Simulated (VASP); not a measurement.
# Sc in VASP: further runs, part 2 of 2

VASP 6.6.1.

**5. Single point, PBE**

This run uses another cell than the first one, of 45.51 Å³/atom, 1.133 times its volume.

The input, INCAR:

```
  PREC = Accurate
  ENCUT = 460
  EDIFF = 1E-7
  ISMEAR = 1
  SIGMA = 0.1
  LREAL = False
  LASPH = True
  NELM = 120
  ALGO = Normal
  ISIF = 2
  LWAVE = False
  LCHARG = False
  LDIPOL = True
  IDIPOL = 3
  DIPOL = 0.5 0.5 0.500
  GGA = PE
  NBANDS = 40
  LVHAR = True
  LVACPOTAV = True
```

The input, KPOINTS:

```
regular mesh
0
Gamma
  10 10 1
```

The input, POSCAR:

```
Sc
1.0
    3.2109718934      0.0000000000      0.0000000000
   -1.6054859467      2.7807832305      0.0000000000
    0.0000000000      0.0000000000     25.4869902896
Sc
5
Direct
    0.6666666667      0.3333333333      0.2942677780
    0.3333333333      0.6666666667      0.3971338890
    0.0000000000      0.0000000000      0.5000000000
    0.6666666667      0.3333333333      0.6028661110
    0.3333333333      0.6666666667      0.7057322220
```

Potentials or basis: VASP PAW PBE potentials, release 64 (Sc_sv).

Started as:

```bash
$ cat potpaw_PBE.64/Sc_sv/POTCAR > POTCAR
$ mpirun -np 1 vasp_std > vasp.out
```

OUTCAR:

```text
PREC = Accurate
   ENCUT = 460
   EDIFF = 1E-7
   ISMEAR = 1
   LREAL = False
   LASPH = True
   NELM = 120
   ISIF = 2
   GGA = PE

 Found     14 irreducible k-points:

 Following reciprocal coordinates:
            Coordinates               Weight
  0.000000  0.000000  0.000000      1.000000
  0.100000  0.000000  0.000000      6.000000
  0.200000  0.000000  0.000000      6.000000
  0.300000 -0.000000  0.000000      6.000000
  0.400000 -0.000000  0.000000      6.000000
  0.500000  0.000000  0.000000      3.000000
   k-points           NKPTS =     14   k-points in BZ     NKDIM =     14   number of bands    NBANDS=     40
   number of dos      NEDOS =    301   number of ions     NIONS =      5
   total plane-waves  NPLWV = 103680
   dimension x,y,z NGX =    24 NGY =   24 NGZ =  180
   dimension x,y,z NGXF=    48 NGYF=   48 NGZF=  360
   ions per type =               5
   NGX,Y,Z   is equivalent  to a cutoff of  12.43, 12.43, 11.74 a.u.
   NGXF,Y,Z  is equivalent  to a cutoff of  24.85, 24.85, 23.48 a.u.
 SYSTEM =  unknown system
   PREC   = accura    normal or accurate (medium, high low for compatibility)
   ISTART =      0    job   : 0-new  1-cont  2-samecut
   ICHARG =      2    charge: 1-file 2-atom 10-const
   ISPIN  =      1    spin polarized calculation?
   LNONCOLLINEAR =      F non collinear calculations
   LSORBIT =      F    spin-orbit coupling
   LASPH  =      T    aspherical Exc in radial PAW
   ENCUT  =  460.0 eV  33.81 Ry    5.81 a.u.   5.62  5.62 44.57*2*pi/ulx,y,z
   NELM   =    120;   NELMIN=  2; NELMDL= -5     # of ELM steps
   EDIFF  = 0.1E-06   stopping-criterion for ELM
   LREAL  =      F    real-space projection
   EDIFFG = 0.1E-05   stopping-criterion for IOM
   NSW    =      0    number of steps for IOM
   IBRION =     -1    ionic relax: 0-MD 1-quasi-New 2-CG
   NFREE  =      0    steps in history (QN), initial steepest desc. (CG)
   ISIF   =      2    stress and relaxation
   ISYM   =      2    0-nonsym 1-usesym 2-fastsym
   POTIM  = 0.5000    time-step for ionic-motion
   TEBEG  =    0.0;   TEEND  =   0.0 temperature during run
   PSTRESS=    0.0 pullay stress
   NELECT =      55.0000    total number of electrons
   NUPDOWN=      -1.0000    fix difference up-down
   EMIN   =  10.00;   EMAX   =-10.00  energy-range for DOS
   EFERMI =   0.00;   METHOD = LEGACY
   ISMEAR =     1;   SIGMA  =   0.10  broadening in eV -4-tet -1-fermi 0-gaus
   EFERMI_NEDOS =   21; number of points for ismear=-14 and -15
[... 16 lines left out ...]
  energy-cutoff  :      460.00
  volume of cell :      227.57
 maximum number of plane-waves:      5143
 NGX is ok and might be reduce to    24
   NGX = 11   NGY = 11   NGZ = 89

 dipolmoment           0.000000      0.000000     -0.000000 electrons x Angstroem

 number of electron      55.0000004 magnetization

 dipolmoment           0.000000      0.000000      0.000000 electrons x Angstroem

 Free energy of the ion-electron system (eV)
  ---------------------------------------------------
  ext. energy  EPLUGINS =         0.00000000
  ---------------------------------------------------
  free energy    TOTEN  =       -29.59440754 eV

  energy without entropy =      -29.58772504  energy(sigma->0) =      -29.59218004

 E-fermi :   0.4770     XC(G=0):  -5.9567

 val. band max:        0.4638978143   @ k =   0.2000   0.2000   0.0000
 cond. band min:       0.4877853646   @ k =   0.0000   0.0000   0.0000
 fundamental gap:      0.0238875503
 Fermi energy:         0.4770033015

 k-point     1 :       0.0000    0.0000    0.0000
  band No.  band energies     occupation
      1     -49.2316      2.00000
      2     -49.2316      2.00000
      3     -48.8082      2.00000
      4     -48.7523      2.00000
      5     -48.7400      2.00000
      6     -27.9595      2.00000
[... 241 lines left out ...]
     38       2.8914      0.00000
     39       3.3976      0.00000

 [... further k-points ...]

 [bands above 39 left out]

------------------------ aborting loop because EDIFF is reached ----------------------------------------

  FORCE on cell =-STRESS in cart. coord.  units (eV):
  Direction    XX          YY          ZZ          XY          YZ          ZX
  --------------------------------------------------------------------------------------
  -------------------------------------------------------------------------------------
  Total        1.2716166      1.2716166      0.9156668      0.0000000      0.0000000      0.0000000
  in kB        8.9525052      8.9525052      6.4465275      0.0000000      0.0000000      0.0000000
  external PRESSURE =       8.1171793 kB  Pullay stress =       0.0000000 kB

 VOLUME and BASIS-vectors are now :
 -----------------------------------------------------------------------------
  energy-cutoff  :      460.00
  volume of cell :      227.57
      direct lattice vectors                 reciprocal lattice vectors
     3.210971893  0.000000000  0.000000000     0.311432187  0.179805457  0.000000000
    -1.605485947  2.780783230  0.000000000     0.000000000  0.359610914  0.000000000
     0.000000000  0.000000000 25.486990290     0.000000000  0.000000000  0.039235704

 POSITION                                       TOTAL-FORCE (eV/Angst)
 -----------------------------------------------------------------------------------
      1.60549      0.92693      7.50000        -0.000000      0.000000      0.030072
     -0.00000      1.85386     10.12175        -0.000000      0.000000     -0.245588
      0.00000      0.00000     12.74350         0.000000      0.000000     -0.000000
      1.60549      0.92693     15.36524         0.000000      0.000000      0.245588
     -0.00000      1.85386     17.98699         0.000000     -0.000000     -0.030072
 -----------------------------------------------------------------------------------
    total drift:                                0.000000     -0.000000      0.000000

  FREE ENERGIE OF THE ION-ELECTRON SYSTEM (eV)
  ---------------------------------------------------
  free  energy   TOTEN  =       -29.5944075360 eV

  energy  without entropy=      -29.5877250378  energy(sigma->0) =      -29.59218004

 vacuum level on the upper side and lower side of the slab         4.103         4.103
```

stdout:

```text
POSCAR found type information on POSCAR Sc
 POSCAR found :  1 types and       5 ions
 scaLAPACK will be used
 LDA part: xc-table for (Slater+PW92), standard interpolation
 POSCAR, INCAR and KPOINTS ok, starting setup
 FFT: planning ... GRIDC
 FFT: planning ... GRID_SOFT
 FFT: planning ... GRID
 WAVECAR not read
 entering main loop
 -----------------------------------------------------------------------------
|                                                                             |
|           W    W    AA    RRRRR   N    N  II  N    N   GGGG   !!!           |
|           W    W   A  A   R    R  NN   N  II  NN   N  G    G  !!!           |
|           W    W  A    A  R    R  N N  N  II  N N  N  G       !!!           |
|           W WW W  AAAAAA  RRRRR   N  N N  II  N  N N  G  GGG   !            |
|           WW  WW  A    A  R   R   N   NN  II  N   NN  G    G                |
|           W    W  A    A  R    R  N    N  II  N    N   GGGG   !!!           |
|                                                                             |
|     Did not find any points to average over, which means that no vacuum     |
|     field-free region was found. Please increase the size of  your cell     |
|     in the dimension of the dipole correction to obtain accurate            |
|     workfunction values.                                                    |
|                                                                             |
 -----------------------------------------------------------------------------
```

Wall time 2.3 min (1 thread of Intel Xeon Platinum 8488C (Sapphire Rapids), shared host); peak memory 0.32 GiB.

These settings aren't checked as converged: the numbers below hold their error.

What came out:

```yaml
Free_energy: -29.5944 eV
Largest_force: 0.246 eV/Å
Band_gap_on_the_k_mesh: none (metal or under the smearing width)
Work_function_of_the_upper_face: 3.63 eV
Work_function_of_the_lower_face: 3.63 eV
```
